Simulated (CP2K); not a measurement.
# Sb (R-3m) in CP2K: reference runs, part 3 of 3

CP2K 2026.2.

## (11) Single point, PBEsol (atoms moved at random, drawn with an rms of 0.05 Å)

Contents of sb_scf.inp:

```
&GLOBAL
  PROJECT sb_scf
  RUN_TYPE ENERGY_FORCE
  PRINT_LEVEL LOW
&END GLOBAL
&FORCE_EVAL
  METHOD QS
  STRESS_TENSOR ANALYTICAL
  &DFT
    BASIS_SET_FILE_NAME BASIS_MOLOPT_UZH
    POTENTIAL_FILE_NAME POTENTIAL_UZH
    &MGRID
      CUTOFF 450
      REL_CUTOFF 60
      NGRIDS 4
    &END MGRID
    &QS
      METHOD GPW
      EPS_DEFAULT 1.0E-10
    &END QS
    &KPOINTS
      SCHEME MONKHORST-PACK 8 8 8
      GAMMA_CENTERED T
      SYMMETRY T
      SYMMETRY_BACKEND SPGLIB
    &END KPOINTS
    &SCF
      SCF_GUESS ATOMIC
      EPS_SCF 1.0E-6
      MAX_SCF 100
      ADDED_MOS 10
      CHOLESKY OFF
      EPS_EIGVAL 1.0E-7
      &DIAGONALIZATION ON
        ALGORITHM STANDARD
      &END DIAGONALIZATION
      &MIXING ON
        METHOD BROYDEN_MIXING
        ALPHA 0.4
        BETA 1.5
        NBUFFER 8
      &END MIXING
      &SMEAR ON
        METHOD FERMI_DIRAC
        ELECTRONIC_TEMPERATURE [K] 580.226
      &END SMEAR
    &END SCF
    &XC
      &XC_FUNCTIONAL
        &GGA_X_PBE_SOL
        &END GGA_X_PBE_SOL
        &GGA_C_PBE_SOL
        &END GGA_C_PBE_SOL
      &END XC_FUNCTIONAL
    &END XC
    &PRINT
      &KPOINTS ON
      &END KPOINTS
      &MULLIKEN ON
      &END MULLIKEN
      &MO ON
        ENERGIES T
        OCCUPATION_NUMBERS T
        &EACH
          QS_SCF 0
        &END EACH
        ADD_LAST NUMERIC
      &END MO
      &LOWDIN ON
      &END LOWDIN
      &HIRSHFELD ON
        SHAPE_FUNCTION DENSITY
      &END HIRSHFELD
      &E_DENSITY_CUBE ON
        STRIDE 1
      &END E_DENSITY_CUBE
      &V_HARTREE_CUBE ON
        STRIDE 1
      &END V_HARTREE_CUBE
      &ELF_CUBE ON
        STRIDE 1
      &END ELF_CUBE
    &END PRINT
  &END DFT
  &SUBSYS
    &CELL
      A 4.5066618304 0.0000000000 0.0000000000
      B 2.4472316736 3.7843173743 0.0000000000
      C 2.4472316736 1.3317864784 3.5422313258
      PERIODIC XYZ
    &END CELL
    &COORD
      SCALED
      Sb  0.7676430000 0.7550740000 0.7647910000
      Sb  0.2500380000 0.2274410000 0.2223170000
    &END COORD
    &KIND Sb
      BASIS_SET TZVP-MOLOPT-PBE-GTH-q5
      POTENTIAL GTH-PBE-q5
    &END KIND
    &PRINT
      &ATOMIC_COORDINATES ON
      &END ATOMIC_COORDINATES
      &CELL ON
      &END CELL
      &SYMMETRY ON
      &END SYMMETRY
    &END PRINT
  &END SUBSYS
  &PRINT
    &FORCES ON
    &END FORCES
    &STRESS_TENSOR ON
    &END STRESS_TENSOR
  &END PRINT
&END FORCE_EVAL
```

Potentials or basis: POTENTIAL_UZH Sb GTH-PBE-q5; TZVP-MOLOPT-PBE-GTH basis.

Started as:

```sh
> OMP_NUM_THREADS=1 cp2k.psmp -i sb_scf.inp -o sb_scf.out
```

sb_scf.out:

```text

 CP2K| version string:                                       CP2K version 2026.2
 CP2K| Input file name                                                sb_scf.inp

 GLOBAL| Force Environment number                                              1
 GLOBAL| Basis set file name                                    BASIS_MOLOPT_UZH
 GLOBAL| Potential file name                                       POTENTIAL_UZH
 GLOBAL| MM Potential file name                                     MM_POTENTIAL
 GLOBAL| Coordinate file name                                      __STD_INPUT__
 GLOBAL| Method name                                                        CP2K
 GLOBAL| Project name                                                     sb_scf
 GLOBAL| Run type                                                   ENERGY_FORCE
 GLOBAL| FFT library                                                       FFTW3
[... 8 lines left out ...]
 GLOBAL| CPU model name                                                  UNKNOWN

 CELL| Volume [angstrom^3]:                                            60.411475
 CELL| Vector a [angstrom]:       4.507     0.000     0.000   |a| =     4.506662
 CELL| Vector b [angstrom]:       2.447     3.784     0.000   |b| =     4.506662
 CELL| Vector c [angstrom]:       2.447     1.332     3.542   |c| =     4.506662
 CELL| Angle (b,c), alpha [degree]:                                    57.110173
 CELL| Angle (a,c), beta  [degree]:                                    57.110173
 CELL| Angle (a,b), gamma [degree]:                                    57.110173
 CELL| Numerically orthorhombic:                                              NO
 CELL| Periodicity                                                           XYZ

 CELL_REF| Volume [angstrom^3]:                                        60.411475
 CELL_REF| Vector a [angstrom     4.507     0.000     0.000   |a| =     4.506662
 CELL_REF| Vector b [angstrom     2.447     3.784     0.000   |b| =     4.506662
 CELL_REF| Vector c [angstrom     2.447     1.332     3.542   |c| =     4.506662
 CELL_REF| Angle (b,c), alpha [degree]:                                57.110173
 CELL_REF| Angle (a,c), beta  [degree]:                                57.110173
 CELL_REF| Angle (a,b), gamma [degree]:                                57.110173
 CELL_REF| Numerically orthorhombic:                                          NO
 CELL_REF| Periodicity                                                       XYZ
[... 9 lines left out ...]
 TOTAL NUMBERS AND MAXIMUM NUMBERS

  Total number of            - Atomic kinds:                                   1
                             - Atoms:                                          2
                             - Shell sets:                                     2
                             - Shells:                                        14
                             - Primitive Cartesian functions:                  8
                             - Cartesian basis functions:                     36
                             - Spherical basis functions:                     34

  Maximum angular momentum of- Orbital basis functions:                        2
                             - Local part of the GTH pseudopotential:          0
                             - Non-local part of the GTH pseudopotential:      4

 MODULE QUICKSTEP: ATOMIC COORDINATES IN ANGSTROM

   Atom Kind Element         X             Y             Z       Z(eff)     Mass
      1    1 Sb   51      7.178969      3.875978      2.709067   5.0000 121.7600
      2    1 Sb   51      2.227499      1.156788      0.787498   5.0000 121.7600

 Crystal Symmetry Information
       International Symbol:                                                 P-1
       Point Group Symbol:                                                    -1
       Schoenflies Symbol:                                                  Ci^1
       Number of Symmetry Operations:                                          2

 SCF PARAMETERS         Density guess:                                    ATOMIC
                        --------------------------------------------------------
[... 109 lines left out ...]
  Total charge density on r-space grids:       -0.0000000034
  Total charge density g-space grids:          -0.0000000034

  Overlap energy of the core charge distribution:               0.00000000048571
  Self energy of the core charge distribution:                -23.90634660419109
  Core Hamiltonian energy:                                      4.88289455804846
  Hartree energy:                                              10.75442808757558
  Exchange-correlation energy:                                 -2.77276667071549
  Electronic entropic energy:                                  -0.00012979501833
  Fermi energy:                                                 0.20240391569101

  Total energy:                                               -11.04192042379889
  Total energy (extrapolated to T->0):                        -11.04185552628972

 MO| EIGENVALUES AND OCCUPATION NUMBERS FOR K POINT 1
 MO|
 MO|  Index      Eigenvalue [a.u.]        Eigenvalue [eV]             Occupation
 MO|      1              -0.222256              -6.047881               2.000000
 MO|      2              -0.109183              -2.971012               2.000000
 MO|      3               0.145110               3.948657               2.000000
 MO|      4               0.153591               4.179415               2.000000
 MO|      5               0.182417               4.963832               1.999962
 MO|      6               0.212896               5.793206               0.006601
 MO|      7               0.220947               6.012270               0.000083
 MO|      8               0.248369               6.758455               0.000000
 MO|      9               0.456602              12.424770               0.000000
 MO|     10               0.506258              13.775981               0.000000
 MO|     11               0.507234              13.802536               0.000000
 MO|     12               0.597179              16.250075               0.000000
 MO|     13               0.675644              18.385209               0.000000
[... 270 lines left out ...]
 MO|      4               0.045099               1.227214               2.000000
 MO|      5               0.143660               3.909194               2.000000
 MO|      6               0.252918               6.882248               0.000000
 MO|      7               0.340437               9.263752               0.000000
 MO|      8               0.393081              10.696284               0.000000
 MO|      9               0.420033              11.429671               0.000000
 MO|     10               0.491504              13.374494               0.000000
 MO|     11               0.621271              16.905642               0.000000
 MO|     12               0.646450              17.590809               0.000000
 MO|     13               0.689041              18.749746               0.000000
 MO|     14               0.707497              19.251964               0.000000
 MO|     15               0.754198              20.522783               0.000000
 MO| Sum:                                                              10.000000
 MO| E(Fermi):            0.202404 a.u.          5.507691 eV

 [... the levels of further k-points ...]

 The electron density is written in Cube    file format to the file:

 sb_scf-ELECTRON_DENSITY-1_0.cube

 !-----------------------------------------------------------------------------!
                     Mulliken Population Analysis

 #  Atom  Element  Kind  Atomic population                           Net charge
       1     Sb       1          5.000001                             -0.000001
       2     Sb       1          4.999999                              0.000001
 # Total charge                             10.000000                  0.000000

 !-----------------------------------------------------------------------------!

 !-----------------------------------------------------------------------------!
                           Hirshfeld Charges

  #Atom  Element  Kind  Ref Charge     Population                    Net charge
      1       Sb     1       5.000          5.000                        -0.000
      2       Sb     1       5.000          5.000                        -0.000

  Total Charge                                                           -0.000
 !-----------------------------------------------------------------------------!

 LOWDIN POPULATION ANALYSIS

 #  Atom  Element  Kind  Atomic population                           Net charge
       1     Sb       1          5.000000                              0.000000
       2     Sb       1          5.000000                             -0.000000
 # Total charge                             10.000000                  0.000000

               ----- ELF is computed on the real space grid -----

 ELF is written in Cube    file format to the file:

 sb_scf-ELF_S1-1_0.cube

 ENERGY| Total FORCE_EVAL ( QS ) energy [hartree]            -11.041920558525018

 FORCES| Atomic forces [hartree/bohr]
 FORCES|   Atom     x               y               z               |f|
 FORCES|      1 -8.26107862E-04 -1.82707549E-03 -2.86817696E-03   3.49958542E-03
 FORCES|      2  8.26609988E-04  1.82858922E-03  2.86889156E-03   3.50108003E-03
 FORCES| Sum     5.02126438E-07  1.51372903E-06  7.14603452E-07
 FORCES| Total atomic force                                       1.74761685E-06

 STRESS| Analytical stress tensor [bar]
 STRESS|                        x                   y                   z
 STRESS|      x        1.27757625554E+04  -4.14405231214E+03   5.53215902349E+02
 STRESS|      y       -4.14405231214E+03   2.29388970888E+04   2.82218023564E+03
 STRESS|      z        5.53215902349E+02   2.82218023564E+03   2.34819462046E+04
 STRESS| 1/3 Trace                                             1.97322019496E+04
 STRESS| Determinant                                           6.35668884234E+12

 STRESS| Eigenvectors and eigenvalues of the analytical stress tensor [bar]
 STRESS|                        1                   2                   3
 STRESS| Eigenvalues   1.11192276266E+04   2.15538981671E+04   2.65234800551E+04
 STRESS|      x           0.927105575464      0.319526813187     -0.195902699314
 STRESS|      y           0.354264803478     -0.576437668492      0.736353219155
 STRESS|      z          -0.122358902253      0.752078606263      0.647615680046
```

Run time: 22 s. Hardware: 1 thread of Arm Neoverse V2, shared host; peak memory 0.32 GiB.

What came out:

```yaml
Free_energy: -300.4659 eV
Pressure: 2.0 GPa
Largest_force: 0.180 eV/Å
Band_gap_on_the_k_mesh: none (metal or under the smearing width)
```

Forces in eV/Å, atoms in the order of the input:
```
Sb  -0.042 -0.094 -0.147
Sb   0.043  0.094  0.148
```

Stress tensor (GPa, compression positive):
```
 1.28 -0.41  0.06
-0.41  2.29  0.28
 0.06  0.28  2.35
```

Caveat: the potentials were made for another functional, which shifts forces and pressure; the basis of atomic orbitals isn't converged, which shifts pressures, moduli and gaps. The run has no spin-orbit coupling, so splittings on Sb are missing.

## (12) Summary

| task | cell | NGRIDS | gap on the mesh (eV) | pressure (GPa) | largest force (eV/Å) |
| --- | --- | --- | --- | --- | --- |
| single point | as given | 5 | none | 2.5 | 0.32 |
| equation of state | as given | 5 | - | - | - |
| single point | atoms moved at random, drawn with an rms of 0.05 Å | 4 | none | 2.0 | 0.18 |

Alike in all rows: level PBEsol; potentials or basis POTENTIAL_UZH Sb GTH-PBE-q5; TZVP-MOLOPT-PBE-GTH basis; no spin polarisation; k mesh 8 × 8 × 8; smearing fermi-dirac 0.05 eV.

Caveats: the potentials were made for another functional, which shifts forces and pressure; the basis of atomic orbitals isn't converged, which shifts pressures, moduli and gaps; the cell was scaled at fixed shape and fractional positions, which overstates the stiffness of a crystal with free parameters, most of all of layers and chains (some runs).

Total energies depend on the potentials used, so only differences within one code and one set of settings carry meaning.
